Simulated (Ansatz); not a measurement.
Base system: CsPbI$_{3}$ in the cubic perovskite structure (space group Pm-3m, No. 221; a = 6.333 Å).

Computed with DFT with r2SCAN, PAW potentials and a 500 eV plane-wave cutoff in Ansatz (an electronic-structure program), no spin-orbit coupling.

One change was made to it. Results:

```json
[
 {"quantity": "band gap", "base": "1.70 eV", "after": "2.14 eV"},
 {"quantity": "volume per atom", "base": "50.79 Å³", "after": "61.26 Å³"}
]
```

**Question.** What was done to the base?
(A) pressure 50 GPa
(B) pressure 30 GPa
(C) pressure −1 GPa
(D) pressure −2 GPa

**Answer.** D, pressure −2 GPa. For comparison, the band gap in the other runs: pressure 50 GPa gives zero; pressure −1 GPa gives 1.91 eV; pressure 30 GPa gives zero.

The mesh was chosen for an insulator and is coarse for the gapless case. Spin-orbit coupling, missing from the scalar runs, can matter with I and Pb. Load acts through the strain it causes; cell and atoms are relaxed under it. Stability against distortions was not tested. Competing high-pressure phases were not computed. The final runs are not spin-polarised. Many cubic perovskites are stable only at high temperature; tilts and polar distortions were not tested. This is not the structure that CsPbI3 has at room temperature and ambient pressure. A zero or small gap of CsPbI3 under pressure 50 GPa and CsPbI3 under pressure 30 GPa can be the functional's error rather than a property of the material.
